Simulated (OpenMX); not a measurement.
Here is an OpenMX 3.8.5 calculation.

Sc.dat

```
System.CurrrentDirectory             ./
System.Name                          Sc
DATA.PATH                            ./DFT_DATA13
level.of.stdout                      1
level.of.fileout                     0
Species.Number                       1
<Definition.of.Atomic.Species
  Sc  Sc7.0-s3p2d2           Sc_PBE13
Definition.of.Atomic.Species>

Atoms.Number                         2
Atoms.SpeciesAndCoordinates.Unit     FRAC
<Atoms.SpeciesAndCoordinates
    1  Sc    0.6666666667    0.3333333333    0.7500000000   5.500  5.500
    2  Sc    0.3333333333    0.6666666667    0.2500000000   5.500  5.500
Atoms.SpeciesAndCoordinates>

Atoms.UnitVectors.Unit               Ang
<Atoms.UnitVectors
     3.3090000000    0.0000000000    0.0000000000
    -1.6545000000    2.8656780611    0.0000000000
     0.0000000000    0.0000000000    5.2733000000
Atoms.UnitVectors>

scf.XcType                           GGA-PBE
scf.SpinPolarization                 off
scf.ElectronicTemperature            580.226
scf.energycutoff                     400.0
scf.maxIter                          100
scf.EigenvalueSolver                 band
scf.Kgrid                            9 9 5
scf.Mixing.Type                      rmm-diisk
scf.Init.Mixing.Weight               0.05
scf.Min.Mixing.Weight                0.001
scf.Max.Mixing.Weight                0.3
scf.Mixing.History                   25
scf.Mixing.StartPulay                8
scf.criterion                        1.0e-8
scf.stress.tensor                    on
MD.Type                              nomd
Band.dispersion                      on
Band.Nkpath                          9
<Band.kpath
    8   0.000000  0.000000  0.000000    0.500000  0.000000  0.000000  G M
    5   0.500000  0.000000  0.000000    0.333333  0.333333  0.000000  M K
   10   0.333333  0.333333  0.000000    0.000000  0.000000  0.000000  K G
    5   0.000000  0.000000  0.000000    0.000000  0.000000  0.500000  G A
    8   0.000000  0.000000  0.500000    0.500000  0.000000  0.500000  A L
    5   0.500000  0.000000  0.500000    0.333333  0.333333  0.500000  L H
   10   0.333333  0.333333  0.500000    0.000000  0.000000  0.500000  H A
    5   0.500000  0.000000  0.500000    0.500000  0.000000  0.000000  L M
    5   0.333333  0.333333  0.000000    0.333333  0.333333  0.500000  K H
Band.kpath>
```

Potentials or basis: OpenMX 2013 PBE set, Sc7.0-s3p2d2, grid cutoff 400 Ry.

Launch:

```console
$ openmx Sc.dat -nt 1 > Sc.std
```

Q: Predict the pressure.

A: -1.1 GPa.

Q: What does it give for the largest force?

A: 0.011 eV/Å.

Forces on the atoms (eV/Å):
```
Sc   0.003 -0.010  0.001
Sc  -0.003  0.010 -0.001
```

Caveat: the basis of atomic orbitals isn't converged, which shifts pressures, moduli and gaps.
